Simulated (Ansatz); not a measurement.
Runs of Ansatz 0.2.0 on Lu. Symmetry: Im-3m, No. 229, cubic system. Conventional cell: a = 3.908 Å, b = 3.908 Å, c = 3.908 Å, α = 90.00°, β = 90.00°, γ = 90.00°. Around Lu (site symmetry m-3m) lie 8 Lu at 3.38 Å. This isn't the form of Lu at room conditions, which is hcp.

```csv
level,gap on the mesh (eV),pressure (GPa),relaxed volume (Å³/atom)
RPBE,none,0.0,31.04
LDA,none,0.0,26.19
BLYP,none,0.0,(a)
PBEsol,none,0.0,27.91
PBE,none,0.0,(b)
```

Alike in all rows: task relaxation of cell and atoms; potentials or basis Ansatz PAW; no spin polarisation; cell relaxed; k mesh 10 × 10 × 10; cutoff (eV) 420; smearing fermi-dirac 0.05 eV.

Q: Estimate the missing entries.

A: (a) 30.16; (b) 29.60.

Caveats: the plane-wave basis is chosen anew once the cell has moved, so the energies of steps on either side of that aren't comparable; the PAW data sets come from PBE, with cores solved anew for the run's functional, which leaves a small shift of forces and pressure (some runs).

A k mesh can miss the band edges, and the runs leave out spin-orbit coupling on Lu.

A gap of «none» marks a metal or a gap under the smearing width.
